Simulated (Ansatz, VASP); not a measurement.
Two plane-wave programs on KBr

```
CELL_PARAMETERS angstrom
0.00000 3.30223 3.30223
3.30223 0.00000 3.30223
3.30223 3.30223 0.00000
ATOMIC_POSITIONS crystal
K 0.00000 0.00000 0.00000
Br 0.50000 0.50000 0.50000
```

Alike in both runs: task single point; functional r2SCAN; k mesh 6 × 6 × 6; occupations gaussian, width 0.02 eV; no spin polarisation.

|  | VASP | Ansatz |
| --- | --- | --- |
| version | VASP 6.6.1 | Ansatz 0.2.0 |
| potentials or method | VASP PAW PBE potentials, release 64 (K_sv, Br) | scalar-relativistic, plane waves, PAW |
| plane-wave cutoff (eV) | 520 | 500 |
| valence electrons in the cell | 16 | 16 |

|  | VASP | Ansatz | Ansatz less VASP |
| --- | --- | --- | --- |
| gap on the k mesh at the Fermi level (eV) | 5.07 | 5.07 | -0.002 |
| least direct gap on the mesh (eV) | 5.07 | 5.07 | -0.002 |

Caveats: the PAW data sets were made with another functional, which shifts forces and pressure a little (VASP). r2SCAN opens gaps a little over a GGA but as a rule still falls short of measured ones.
